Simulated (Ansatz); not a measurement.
**C: equation of state with BPBE**

**Experimental background.**

“Equation of state of cubic boron nitride at high pressures and temperatures”, 2007, arxiv:cond-mat/0702656 quotes, for a bulk crystal of C: bulk modulus 442 ± 5 GPa.

C:

```
C
1.0
     0.00000    1.78337    1.78337
     1.78337    0.00000    1.78337
     1.78337    1.78337    0.00000
C
2
Direct
  0.75000 0.75000 0.75000
  0.50000 0.50000 0.50000
```

This isn't the form of C at room conditions, which is graphite.

```
Program             : Ansatz 0.2.0
Task                : equation of state
Functional          : BPBE
Potentials or basis : Ansatz PAW
Cutoff              : 420 eV
Density cutoff      : 1680 eV
k mesh              : 13 × 13 × 13
Occupations         : fermi-dirac, width 0.05 eV
Spin                : no spin polarisation
```

```json
{"Equilibrium volume": "5.70 Å³/atom", "Bulk modulus": "432 GPa", "Pressure derivative of the bulk modulus": "3.7"}
```

Energy against volume, from the lowest point:
| volume (Å³/atom) | energy (meV/atom) |
| --- | --- |
| 5.332 | 35.51 |
| 5.445 | 16.38 |
| 5.558 | 4.80 |
| 5.672 | 0.00 |
| 5.785 | 1.48 |
| 5.899 | 8.62 |
| 6.012 | 20.95 |

All runs of the series together: 2.5 s on 2 threads of Arm Neoverse V2, on a shared host.

A measured bulk modulus of C is 442 GPa (quoted in “Equation of state of cubic boron nitride at high pressures and temperatures”, 2007, arxiv:cond-mat/0702656); the calculated 432 GPa misses it by -2.3 %. 3 values of this kind are on record (442 to 444.8 GPa); this one was drawn at random among those near their median, those with a stated uncertainty first. The fit is for a static lattice scaled at fixed shape and fixed fractional positions. The cell as given is a measured one (5.67 Å³/atom); BPBE puts the equilibrium volume +0.5 % from it, thermal expansion not counted.

Caveat: the potentials were made for another functional, which shifts forces and pressure.
